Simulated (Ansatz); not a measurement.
Si:

```xyz
2
Lattice="0.0000 2.7219 2.7219 2.7219 0.0000 2.7219 2.7219 2.7219 0.0000" Properties=species:S:1:pos:R:3 pbc="T T T"
Si    2.7219    2.7219    2.7219
Si    4.0828    4.0828    4.0828
```

* Program: Ansatz 0.2.0
* Task: relaxation of cell and atoms
* Functional: revPBE
* Potentials or basis: all-electron LAPW, scalar-relativistic
* Basis error allowed: 0.001 eV/atom
* k mesh: 8 × 8 × 8
* Occupations: fermi-dirac, width 0.05 eV
* Spin: no spin polarisation

At the start: volume 20.16 Å³/atom.

**Question.** How do energy, volume and symmetry change on relaxing?

**Answer.** Over 4 steps the energy falls by 4.2 meV/atom and the volume is 20.72 Å³/atom (+2.7 %); space group Fd-3m (No. 227, to 0.05 Å).

The path:
| step | energy change (eV) | largest force (eV/Å) | volume (Å³) |
| --- | --- | --- | --- |
| 1 | 0.0000 | 0.0000 | 40.33 |
| 2 | -0.0080 | 0.0000 | 41.16 |
| 3 | -0.0085 | 0.0000 | 41.43 |
| 4 | -0.0085 | 0.0000 | 41.43 |

Final structure:
```
Si
1.0
     0.00000    2.74649    2.74649
     2.74649    0.00000    2.74649
     2.74649    2.74649    0.00000
Si
2
Direct
  0.50000 0.50000 0.50000
  0.75000 0.75000 0.75000
```
